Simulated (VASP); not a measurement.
Runs of VASP 6.6.1 on Te2Mo. Symmetry: P6_3/mmc, No. 194, hexagonal system. Conventional cell: a = 3.518 Å, b = 3.518 Å, c = 13.974 Å, α = 90.00°, β = 90.00°, γ = 120.00°. Around Te (site symmetry 3m) lie 3 Mo at 2.72 Å. Mo (site symmetry -6m2) is surrounded by 6 Te at 2.72 Å. 

```csv
task,level,potentials or basis,spin,cell,k mesh,cutoff (eV),smearing,gap on the mesh (eV),pressure (GPa),largest force (eV/Å)
single point,PBE,"VASP PAW PBE potentials, release 64 (Te, Mo_sv)",off,as given,9 × 9 × 2,520,gaussian 0.011 eV,0.78,2.9,0.19
band structure,LDA,"VASP PAW LDA potentials, release 64 (Te, Mo_sv)",off,as given,9 × 9 × 2,520,fermi-dirac 0.05 eV,(a),-2.8,(b)
band structure,PBE,"VASP PAW PBE potentials, release 64 (Te, Mo_sv)",off,as given,9 × 9 × 2,520,fermi-dirac 0.05 eV,0.78,-,-
relaxation of cell and atoms,LDA,"VASP PAW LDA potentials, release 64 (Te, Mo_sv)",off,relaxed,9 × 9 × 2,600,fermi-dirac 0.05 eV,0.70,0.0,0.01
```

Question: Fill in the values left out.

Answer: (a) 0.75; (b) 0.24.

Caveats: spin-orbit coupling is left out, which moves the levels of the heavy elements; an odd mesh through Γ misses points on the zone boundary, where band edges often lie (some runs); this functional lacks dispersion, which binds the layers, so the pressure and a relaxed spacing across them are unreliable (some runs).

A k mesh can miss the band edges, and the runs leave out spin-orbit coupling on Mo, Te.
